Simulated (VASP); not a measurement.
PbS, 2 atoms in the cell. The structure is cubic, space group Fm-3m (No. 225). Conventional cell: a = 5.904 Å, b = 5.904 Å, c = 5.904 Å, α = 90.00°, β = 90.00°, γ = 90.00°. Pb (site symmetry m-3m) is surrounded by 6 S at 2.95 Å. Around S (site symmetry m-3m) lie 6 Pb at 2.95 Å. The cell is a database's computed one.

| Quantity | Value |
| --- | --- |
| Program | VASP 6.6.1 |
| Task | single point |
| Functional | PBEsol |
| Potentials or basis | VASP PAW PBE potentials, release 64 (Pb_d, S) |
| Cutoff | 520 eV |
| k mesh | 16 × 16 × 16 |
| Occupations | gaussian, width 0.1 eV |
| Spin | no spin polarisation |
| Further INCAR settings | ALGO = Fast; EDIFF = 1e-06 |

Potentials or basis: VASP PAW PBE potentials, release 64 (Pb_d, S).

Launch:

```sh
$ cat potpaw_PBE.64/Pb_d/POTCAR potpaw_PBE.64/S/POTCAR > POTCAR
$ mpirun -np 1 vasp_std > vasp.out
```

Hardware: 1 thread of Intel(R) Xeon(R) Platinum 8488C (Sapphire Rapids), on a shared host.

Estimate the wall time of this run.

Wall time 81 s on 1 thread of Intel(R) Xeon(R) Platinum 8488C (Sapphire Rapids) (shared host), peak memory 0.25 GiB. Counts: scf iterations 15, k points 145.
